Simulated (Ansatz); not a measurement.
Results of PBEsol (PAW; Ansatz, an electronic-structure program) for skutterudite CoSb3.

Numerical settings: plane-wave cutoff 520 eV, 6×6×6 k mesh, Fermi–Dirac smearing 0.01 eV, no spin polarisation, scalar-relativistic PAW data made under PBE.

Shape and atoms are relaxed at each volume.

Pressure at four volumes; x = ln(V/22.665 Å³). One pressure is withheld.

```
V (Å³/atom)        x  P (GPa)
-----------  -------  -------
21.759       -0.0408        ?
22.212       -0.0202     2.05
22.665        0.0000     0.00
23.572        0.0392    -3.46
```

**Question.** Pass a parabola P(x) through the three rows shown, estimate the bulk modulus and its pressure derivative near zero pressure, and predict the withheld pressure.

**Answer.** Slopes between the rows: (0.00 − (2.05))/(0.0000 − (-0.0202)) = -101.49 and (-3.46 − (0.00))/(0.0392 − (0.0000)) = -88.27 GPa. Their difference over the span 0.0594 is c = 13.22/0.0594 = 222.6 GPa, so P(x) = 2.05 + (-101.49)(x − (-0.0202)) + 222.6 (x − (-0.0202))(x − (0.0000)). At the middle row B = −dP/dx = −[-101.49 + 222.6 × 0.0202] = 97.0 GPa, and B′ = dB/dP = 2c/B = 4.6. At x = -0.0408 the parabola gives 4.33 GPa; the run gives 4.36 GPa. The Birch–Murnaghan fit to the energies at all volumes has B0 = 96.8 GPa and B′ = 4.8.

Measured, for comparison: bulk modulus 95 ± 5 GPa (room temperature, not corrected to a static lattice, sources range from 85.0 to 95.0; as tabulated in Alexeev et al. (2016), arXiv:1601.07731). Computed less measured: bulk modulus +1.9 % (+1.9 % to +14 % over the range). A static lattice is as a rule a little smaller and stiffer than an uncorrected measurement, which can account for part of this in the bulk modulus.

Spin–orbit coupling is not included.
